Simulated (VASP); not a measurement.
# VASP inputs for Si (strained lonsdaleite (2H))

INCAR

```
METAGGA = R2SCAN
NSW = 0
SIGMA = 0.01
ISMEAR = 0
ISIF = 2
ENCUT = 520
EDIFF = 1E-7
LWAVE = .FALSE.
IBRION = -1
LASPH = .TRUE.
PREC = Accurate
LCHARG = .FALSE.
ALGO = Normal
NELM = 120
NBANDS = 16
LREAL = .FALSE.
```

KPOINTS

```
KPOINTS created by Atomic Simulation Environment
0
Gamma
12 12 4
0 0 0
```

KPOINTS_OPT

```
special points
7
Reciprocal
0.0000000000 0.0000000000 0.0000000000 1
0.5000000000 0.0000000000 0.0000000000 1
0.3333333333 0.3333333333 0.0000000000 1
0.0000000000 0.0000000000 0.5000000000 1
0.5000000000 0.0000000000 0.5000000000 1
0.3333333333 0.3333333333 0.5000000000 1
0.0000000000 0.5000000000 0.0000000000 1
```

POSCAR

```
Si
 1.0000000000000000
     3.8321295590073570    0.0000000000000000    0.0000000000000000
    -1.9160647795036785    3.3187215486936292    0.0000000000000000
     0.0000000000000000    0.0000000000000000    6.4046290290999996
 Si
   4
Cartesian
 -0.0000000000000000  2.2124810324624189  0.0070885391266683
  1.9160647795036780  1.1062405162312094  3.2094030536766671
 -0.0000000000000000  2.2124810324624189  2.3946473467858316
  1.9160647795036780  1.1062405162312094  5.5969618613358296
```

VASP ran with the recommended PBE PAW datasets (16 valence electrons in the cell).

Question: What does this run give?

Answer: gap between bands v and c 0.68 eV; least direct gap 1.45 eV; pressure -1.2 GPa.

Band v is the last that the valence electrons fill when counted band by band, and c is the next. Levels in eV from the top of v:

| point | v−1 | v | c | c+1 |
| --- | --- | --- | --- | --- |
| Γ | 0.00 | 0.00 | 1.45 | 2.21 |
| M | -3.08 | -1.53 | 0.68 | 2.61 |
| K | -3.71 | -3.50 | 0.99 | 5.59 |
| A | -0.94 | -0.94 | 2.19 | 2.19 |
| L | -2.52 | -2.52 | 1.12 | 1.12 |
| H | -2.16 | -2.16 | 1.76 | 1.76 |
